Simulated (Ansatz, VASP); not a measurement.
## Two plane-wave programs on NaCl

The input POSCAR:

```
NaCl
1.0
   -0.0119374547      3.0753353235      3.0753353235
    3.0753353235     -0.0119374547      3.0753353235
    3.0753353235      3.0753353235     -0.0119374547
Na Cl
1 1
Direct
   -0.0004454355     -0.0004454355     -0.0004454355
    0.2504454355      0.2504454355      0.2504454355
```

The input INCAR.step1:

```
SYSTEM = NaCl
PREC = Accurate
ENCUT = 520
ISMEAR = 0
SIGMA = 0.01
LREAL = .False.
LASPH = .True.
NELM = 100
NBANDS = 14
GGA = PE
ALGO = Normal
EDIFF = 1E-4
LWAVE = .True.
LCHARG = .False.
```

Contents of INCAR.step2:

```
SYSTEM = NaCl
PREC = Accurate
ENCUT = 520
EDIFF = 1E-6
ISMEAR = 0
SIGMA = 0.01
LREAL = .False.
LASPH = .True.
NELM = 100
ALGO = Normal
ISIF = 2
LWAVE = .False.
LCHARG = .False.
METAGGA = R2SCAN
LMIXTAU = .True.
NBANDS = 14
ISTART = 1
```

Contents of KPOINTS:

```
Automatic mesh
0
Gamma
  8 8 8
  0 0 0
```

Input for Ansatz:

```yaml
crystal:
  lattice:
    - [-0.0119374547, 3.0753353235, 3.0753353235]
    - [3.0753353235, -0.0119374547, 3.0753353235]
    - [3.0753353235, 3.0753353235, -0.0119374547]
  atoms:
    - { symbol: Na, position: [-0.0004454355, -0.0004454355, -0.0004454355] }
    - { symbol: Cl, position: [0.2504454355, 0.2504454355, 0.2504454355] }
kpoints:
  mp_grid: { grid: [8, 8, 8] }
  band_path:
    path:
      - [0.0, 0.0, 0.0]
      - [-0.5, -0.5, 0.0]
      - [-0.375, -0.375, 0.25]
      - [-0.375, 0.0, 0.375]
      - [0.0, 0.0, 0.5]
      - [-0.5, -0.25, 0.25]
    npoints: 1
hamiltonian:
  xc: r2scan
scf:
  occupations: { method: fixed }
  n_extra_bands: 4
output:
  forces: true
  stress: true
  eigenvalues: true
```

Change from the starting cell: shear_111 strain -0.6%.

Alike in both runs: task single point; functional r2SCAN; k mesh 8 × 8 × 8; no spin polarisation.

|  | VASP | Ansatz |
| --- | --- | --- |
| version | VASP 6.6.1 | Ansatz 0.2.0 |
| potentials or method | VASP PAW PBE potentials, release 64 (Na_pv, Cl) | plane waves, PAW |
| plane-wave cutoff (eV) | 520 | 500 |
| occupations | gaussian, width 0.01 eV | fixed |
| valence electrons in the cell | 14 | 16 |

Ansatz gave:

```
gap on the k mesh at the Fermi level (eV) : 5.56
pressure (GPa)                            : 0.1
```

Which values does VASP return?

gap on the k mesh at the Fermi level (eV): 5.57; pressure (GPa): 0.0.

The two sets of potentials don't hold the same shells in valence.

Caveats: the PAW data sets were made with another functional, which shifts forces and pressure a little (VASP). A k mesh can miss the band edges.
